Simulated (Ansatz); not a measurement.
# BN, space group R3m: a G0W0 quasiparticle calculation

Program: Ansatz's Python interface.

Input file `POSCAR_bn`:
```text
BN
1.0
   1.25112178    0.72233550    3.37293440
  -1.25112178    0.72233550    3.37293440
   0.00000000   -1.44467100    3.37293440
B N
1 1
Direct
   0.99967120    0.99967120    0.99967120
   0.33276180    0.33276180    0.33276180
```

The script, `gw.py`:
```python
from dataclasses import dataclass

import ansatz as az
from ase.io import read


@dataclass
class Options:
    mesh: tuple[int, ...] = (6, 6, 6)
    filling: str = "fixed"


settings = Options()


def main() -> None:
    atoms = read("POSCAR_bn", format="vasp")
    bn = az.Crystal.from_ase(atoms)

    calc = (
        bn.calculation()
        .functional(az.Functional.LDA)
        .basis(19 * az.Ha)
        .kpoints(*settings.mesh)
        .occupations(settings.filling)
        .gw(empty_bands=80, screening_cutoff=120, quasiparticle_bands=("v2", "c2"))
    )
    events = []
    res = calc.session().plan().execute(on_event=events.append, runs_dir="gw_run")
    gw = next(e["data"] for e in events if e["event"] == "gw_qp")
    top = gw["frontier_bands"]["highest_filled_band"]
    print(" k band    E_KS   Sigma_x  Sigma_c     Vxc      Z    E_QP (eV)")
    for qp in gw["qp"]:
        print(f"{qp['ik']:2d} {qp['band']:4d} {qp['eps_ks_ev']:7.3f} {qp['sigma_x_ev']:9.3f} {qp['sigma_c_at_ks_ev']:8.3f} {qp['vxc_ev']:8.3f} {qp['z']:6.3f} {qp['e_qp_ev']:8.3f}")
    for key, label in (("eps_ks_ev", "Kohn-Sham"), ("e_qp_ev", "G0W0")):
        filled = max(qp[key] for qp in gw["qp"] if qp["band"] <= top)
        empty = min(qp[key] for qp in gw["qp"] if qp["band"] > top)
        print(f"{label} gap on the mesh: {empty - filled:.3f} eV")
    print("static dielectric eigenvalues (RPA, this mesh):", [round(e, 3) for e in gw["screening"][0]["eps_tensor_eigenvalues"]])


if __name__ == "__main__":
    main()
```

```console
$ python gw.py
 k band    E_KS   Sigma_x  Sigma_c     Vxc      Z    E_QP (eV)
 0    3   2.991   -23.677    3.274  -19.398  0.805    2.186
 0    4   2.991   -23.677    3.274  -19.398  0.805    2.186
 0    5   9.136    -4.828   -3.885   -9.504  0.849    9.805
 0    6  15.875    -8.179   -4.989  -15.537  0.824   17.807
 1    3   1.039   -23.494    3.628  -18.565  0.797    0.010
 1    4   2.105   -23.494    3.429  -18.971  0.802    1.232
 1    5  10.155    -4.865   -3.972   -9.714  0.847   10.895
 1    6  15.484    -7.319   -5.958  -15.451  0.786   17.163
 2    3   0.751   -23.472    3.736  -18.503  0.796   -0.225
 2    4   2.298   -19.571    2.747  -15.752  0.795    1.451
 2    5  11.449    -6.933   -4.597  -13.068  0.818   12.699
 2    6  13.027    -5.579   -4.805  -11.739  0.825   14.138
 3    3   0.198   -23.516    3.873  -18.354  0.793   -0.818
 3    4   3.678   -20.135    2.494  -16.761  0.798    2.979
 3    5   9.429    -6.503   -4.393  -12.296  0.825   10.578
 3    6  14.184    -7.824   -4.960  -14.328  0.822   15.444
 4    3   1.069   -23.547    3.631  -18.619  0.797    0.043
 4    4   2.087   -23.476    3.431  -18.947  0.802    1.212
 4    5  10.515    -5.175   -4.022  -10.143  0.843   11.310
 4    6  15.310    -7.603   -5.636  -15.357  0.797   16.985
 5    3   0.406   -23.200    3.727  -18.157  0.795   -0.633
 5    4   1.483   -19.269    2.937  -15.133  0.793    0.539
 5    5  11.880    -6.806   -4.434  -12.685  0.822   13.060
 5    6  13.793    -5.581   -5.242  -12.385  0.812   15.047
 6    3  -0.945   -23.418    4.067  -17.842  0.788   -2.123
 6    4   3.339   -19.541    2.448  -16.161  0.799    2.597
 6    5   9.936    -7.229   -4.448  -13.198  0.818   11.172
 6    6  15.566    -5.766   -5.032  -12.250  0.819   16.746
 7    3  -0.948   -23.411    4.067  -17.835  0.788   -2.126
 7    4   3.719   -20.185    2.453  -16.874  0.798    3.037
 7    5   9.863    -6.605   -4.560  -12.656  0.820   11.079
 7    6  14.512    -4.958   -4.644  -10.821  0.832   15.517
 8    3   0.416   -23.218    3.727  -18.177  0.795   -0.622
 8    4   1.976   -19.797    2.877  -15.812  0.792    1.102
 8    5  11.644    -4.556   -4.145   -9.654  0.844   12.445
 8    6  12.869    -7.150   -5.335  -14.385  0.800   14.371
 9    3   0.706   -23.431    3.741  -18.445  0.796   -0.278
 9    4   1.764   -19.017    2.809  -15.037  0.795    0.838
 9    5  10.854    -7.255   -4.442  -13.229  0.818   12.100
 9    6  13.845    -6.702   -4.911  -13.095  0.823   15.059
10    3  -1.014   -23.342    4.073  -17.745  0.788   -2.204
10    4   3.055   -19.278    2.491  -15.794  0.800    2.264
10    5   9.290    -6.916   -4.213  -12.502  0.824   10.416
10    6  15.817    -6.785   -5.155  -13.578  0.810   17.137
11    3  -2.745   -23.962    4.548  -17.442  0.776   -4.257
11    4   4.281   -20.432    2.377  -17.261  0.800    3.648
11    5   8.845    -6.219   -4.411  -12.001  0.825    9.969
11    6  16.307    -3.923   -4.725   -9.838  0.832   17.292
12    3   0.141   -23.465    3.881  -18.283  0.793   -0.884
12    4   3.085   -19.507    2.566  -15.931  0.799    2.282
12    5   8.387    -6.314   -4.034  -11.561  0.832    9.392
12    6  14.193    -8.091   -4.931  -14.591  0.824   15.477
13    3   2.987   -23.675    3.276  -19.393  0.805    2.181
13    4   2.987   -23.675    3.276  -19.393  0.805    2.181
13    5  10.294    -5.562   -4.047  -10.583  0.841   11.110
13    6  15.858    -8.170   -4.984  -15.519  0.824   17.786
14    3   1.034   -23.547    3.642  -18.599  0.797    0.001
14    4   2.107   -23.498    3.430  -18.975  0.802    1.234
14    5  11.696    -6.157   -4.244  -11.611  0.831   12.695
14    6  15.519    -8.140   -5.249  -15.504  0.814   17.219
15    3   0.746   -23.469    3.737  -18.497  0.796   -0.231
15    4   1.519   -18.747    2.846  -14.687  0.795    0.560
15    5  11.527    -8.062   -4.613  -14.397  0.810   12.911
15    6  14.430    -7.598   -5.040  -14.273  0.820   15.757
16    3   0.184   -23.503    3.875  -18.336  0.793   -0.834
16    4   3.482   -19.814    2.496  -16.398  0.799    2.749
16    5   9.311    -6.763   -4.330  -12.500  0.825   10.463
16    6  14.039    -7.554   -4.861  -13.886  0.824   15.244
17    3   0.731   -23.453    3.738  -18.477  0.796   -0.249
17    4   2.434   -19.769    2.737  -15.984  0.795    1.606
17    5  11.369    -6.742   -4.741  -13.075  0.816   12.658
17    6  12.346    -5.155   -4.435  -10.724  0.836   13.289
18    3   1.077   -23.625    3.643  -18.682  0.797    0.048
18    4   2.071   -23.462    3.434  -18.926  0.802    1.193
18    5  12.323    -6.782   -4.416  -12.597  0.823   13.466
18    6  15.345    -8.079   -5.182  -15.317  0.816   17.003
19    3   0.383   -23.038    3.712  -18.005  0.795   -0.659
19    4   0.629   -18.703    3.099  -14.258  0.792   -0.429
19    5  12.169    -8.237   -4.730  -14.777  0.805   13.613
19    6  16.061    -5.668   -5.466  -12.699  0.807   17.314
20    3  -0.976   -23.388    4.071  -17.801  0.788   -2.160
20    4   2.818   -18.840    2.479  -15.330  0.801    1.996
20    5   9.871    -7.796   -4.329  -13.664  0.817   11.120
20    6  16.289    -7.622   -5.213  -14.585  0.815   17.701
21    3  -0.983   -23.372    4.070  -17.786  0.788   -2.167
21    4   3.557   -19.989    2.471  -16.623  0.798    2.846
21    5   9.535    -6.524   -4.420  -12.364  0.823   10.697
21    6  14.762    -5.237   -4.742  -11.274  0.823   15.824
22    3   0.701   -23.427    3.742  -18.439  0.796   -0.284
22    4   1.057   -18.381    2.918  -14.171  0.795    0.037
22    5  11.023    -7.934   -4.469  -14.045  0.813   12.349
22    6  14.516    -8.095   -4.961  -14.735  0.823   15.887
23    3  -1.011   -23.351    4.074  -17.753  0.788   -2.201
23    4   2.691   -18.744    2.501  -15.187  0.801    1.849
23    5   9.532    -7.563   -4.208  -13.224  0.820   10.717
23    6  16.247    -7.714   -5.224  -14.719  0.814   17.683
24    3  -2.745   -23.962    4.546  -17.443  0.779   -4.257
24    4   4.280   -20.422    2.375  -17.253  0.800    3.646
24    5   8.853    -6.246   -4.413  -12.034  0.825    9.981
24    6  16.042    -3.771   -4.635   -9.543  0.837   16.987
25    3   0.155   -23.478    3.879  -18.300  0.793   -0.868
25    4   3.188   -19.518    2.534  -15.998  0.799    2.404
25    5   8.752    -6.583   -4.132  -12.007  0.829    9.818
25    6  14.127    -7.927   -4.910  -14.372  0.824   15.381
26    3   2.978   -23.669    3.278  -19.382  0.805    2.170
26    4   2.978   -23.669    3.278  -19.382  0.805    2.170
26    5  12.679    -6.819   -4.540  -12.786  0.820   13.842
26    6  15.822    -8.151   -4.974  -15.482  0.825   17.744
27    3   1.029   -23.590    3.650  -18.630  0.797   -0.007
27    4   2.091   -23.484    3.433  -18.954  0.802    1.215
27    5  13.380    -7.878   -4.835  -14.515  0.805   14.816
27    6  15.327    -8.169   -5.023  -15.207  0.823   16.967
28    3   0.721   -23.446    3.740  -18.465  0.796   -0.260
28    4   0.943   -18.276    2.941  -14.023  0.795   -0.091
28    5  11.428    -8.366   -4.605  -14.739  0.808   12.844
28    6  14.617    -8.207   -4.941  -14.832  0.824   15.992
29    3   1.050   -23.620    3.650  -18.664  0.797    0.017
29    4   2.073   -23.466    3.435  -18.930  0.802    1.195
29    5  13.585    -8.151   -4.972  -15.044  0.800   15.105
29    6  15.316    -8.214   -4.992  -15.217  0.823   16.956
30    3   0.229   -18.265    3.156  -13.701  0.791   -0.876
30    4   0.381   -23.160    3.727  -18.107  0.795   -0.665
30    5  12.296    -8.558   -4.826  -15.287  0.801   13.806
30    6  16.500    -7.940   -4.995  -14.977  0.824   18.165
31    3   2.974   -23.666    3.279  -19.377  0.805    2.164
31    4   2.974   -23.666    3.279  -19.377  0.805    2.164
31    5  14.103    -7.657   -5.009  -14.553  0.801   15.598
31    6  15.804    -8.141   -4.970  -15.463  0.825   17.722
Kohn-Sham gap on the mesh: 4.106 eV
G0W0 gap on the mesh: 5.744 eV
static dielectric eigenvalues (RPA, this mesh): [2.524, 4.682, 4.682]
```

Reading the output:
- Total energies depend on the potentials; only differences at equal settings carry meaning. A total without «per atom» is that of the cell as typed.
- Energy and stress may still move on a finer k-point mesh.
- The structure comes from a database of computed cells and needn't be a stable or known phase.
- Mesh, empty bands and screening cutoff are small, so the quasiparticle gap isn't converged, and it is read on the mesh points alone. Spin-orbit coupling is left out, which matters for heavy elements.
- Wall time of the script: 92 s on 1 thread of Arm Neoverse V2, with other jobs on the host, peak memory 0.48 GiB.
